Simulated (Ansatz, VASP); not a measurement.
## C in VASP and in Ansatz

The input INCAR:

```
SYSTEM = C
PREC     = Accurate       ! precision mode
ENCUT    = 600            ! plane-wave cutoff, eV
EDIFF    = 1E-7           ! SCF threshold, eV
ISMEAR   = 0              ! smearing method
SIGMA    = 0.02           ! smearing width, eV
LREAL    = .False.        ! projectors in reciprocal space
LASPH    = .True.         ! aspherical terms in the spheres
NELM     = 80             ! most SCF steps
ALGO     = Normal         ! electronic algorithm
ISIF     = 3              ! what is computed and relaxed
LWAVE    = .False.        ! write WAVECAR
LCHARG   = .False.        ! write CHGCAR
GGA      = PE             ! functional
IBRION   = 2              ! ionic algorithm
NSW      = 100            ! ionic steps
EDIFFG   = -0.005         ! ionic threshold
```

KPOINTS

```
Automatic mesh
0
Gamma
  12 12 12
  0 0 0
```

Contents of POSCAR:

```
C
1.0
    0.0000000000      1.7833700000      1.7833700000
    1.7833700000      0.0000000000      1.7833700000
    1.7833700000      1.7833700000      0.0000000000
C
2
Direct
    0.0000000000      0.0000000000      0.0000000000
    0.2500000000      0.2500000000      0.2500000000
```

Input for Ansatz:

```yaml
crystal:
  lattice:
    - [0.0, 1.78337, 1.78337]
    - [1.78337, 0.0, 1.78337]
    - [1.78337, 1.78337, 0.0]
  atoms:
    - { symbol: C, position: [0.0, 0.0, 0.0] }
    - { symbol: C, position: [0.25, 0.25, 0.25] }
basis:
  ecutwfc: 420
kpoints:
  mp_grid: { grid: [12, 12, 12] }
hamiltonian:
  xc: pbe
scf:
  occupations: { method: gaussian, width: 0.02 }
output:
  forces: true
  stress: true
  eigenvalues: true
relax:
  adjacent_minimum: "off"
  f_tol: 0.005
  max_steps: 80
  cell: { stress_tol: 0.05 }
```

This isn't the form of C at room conditions, which is graphite.

Alike in both runs: task relaxation of cell and atoms; functional PBE; k mesh 12 × 12 × 12; occupations gaussian, width 0.02 eV; no spin polarisation.

|  | VASP | Ansatz |
| --- | --- | --- |
| version | VASP 6.6.1 | Ansatz 0.2.0 |
| potentials or method | VASP PAW PBE potentials, release 64 (C) | scalar-relativistic, plane waves, PAW |
| plane-wave cutoff (eV) | 600 | 420 |
| valence electrons in the cell | 8 | 8 |

```csv
,VASP,Ansatz,Ansatz less VASP
"gap on the k mesh at the Fermi level, each at its own relaxed structure (eV)",4.14,4.15,+0.007
relaxed volume (Å³/atom),5.69,5.69,0.000
relaxed cell length with the largest relative difference (Å),2.525,2.525,-0.0001
```

PBE usually gives volumes a little too large and moduli too small. Zero-point motion and thermal expansion aren't in these numbers.
